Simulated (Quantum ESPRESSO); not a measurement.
Crystal: Mg.

```
CELL_PARAMETERS angstrom
3.20930 0.00000 0.00000
-1.60465 2.77934 0.00000
0.00000 0.00000 5.21030
ATOMIC_POSITIONS crystal
Mg 0.66667 0.33333 0.75000
Mg 0.33333 0.66667 0.25000
```

Base run:

| Property | Result |
| --- | --- |
| Program | Quantum ESPRESSO 7.5 |
| Functional | LDA |
| Potentials or basis | PseudoDojo 0.4.1 SR LDA standard |
| Cutoff | 1143 eV |
| Density cutoff | 4572 eV |
| k mesh | 10 × 10 × 5 |
| Occupations | fermi-dirac, width 0.05 eV |
| Spin | no spin polarisation |

Its results: band gap on the k mesh none (metal or under the smearing width); pressure -2.3 GPa.

The run is repeated on the same cell with these changes: functional from LDA to PBEsol; potentials or basis from PseudoDojo 0.4.1 SR LDA standard to PseudoDojo 0.4.1 SR PBEsol standard. What comes out?

Band gap on the k mesh none (metal or under the smearing width); pressure -1.0 GPa.

Not every run made on this cell is shown here.
